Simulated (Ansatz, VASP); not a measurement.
Two plane-wave programs on HfO2

```
Hf O
1.0
     0.00000    2.59880    2.59880
     2.59880    0.00000    2.59880
     2.59880    2.59880    0.00000
Hf O
1 2
Direct
  0.00000 0.00000 0.00000
  0.25000 0.25000 0.25000
  0.75000 0.75000 0.75000
```

Alike in both runs: task single point; functional PBE; k mesh 8 × 8 × 8; no spin polarisation.

|  | VASP | Ansatz |
| --- | --- | --- |
| version | VASP 6.6.1 | Ansatz 0.2.0 |
| potentials or method | VASP PAW PBE potentials, release 64 (Hf_pv, O) | plane waves, PAW |
| plane-wave cutoff (eV) | 520 | 420 |
| occupations | gaussian, width 0.01 eV | fixed |
| valence electrons in the cell | 22 | 38 |

Ansatz gave:

```
gap on the k mesh at the Fermi level (eV) : 3.60
pressure (GPa)                            : -12.7
```

Question: Estimate VASP's values.

Answer: gap on the k mesh at the Fermi level (eV): 3.60; pressure (GPa): -15.8.

The two sets of potentials don't hold the same shells in valence.

Caveats: so large a pressure means that the cell lies far from this level's equilibrium, or that cutoff or potentials fall short (VASP); spin-orbit coupling is left out, which moves the levels of the heavy elements. PBE gaps usually lie below the measured ones, often by a third to a half. A k mesh can miss the band edges.
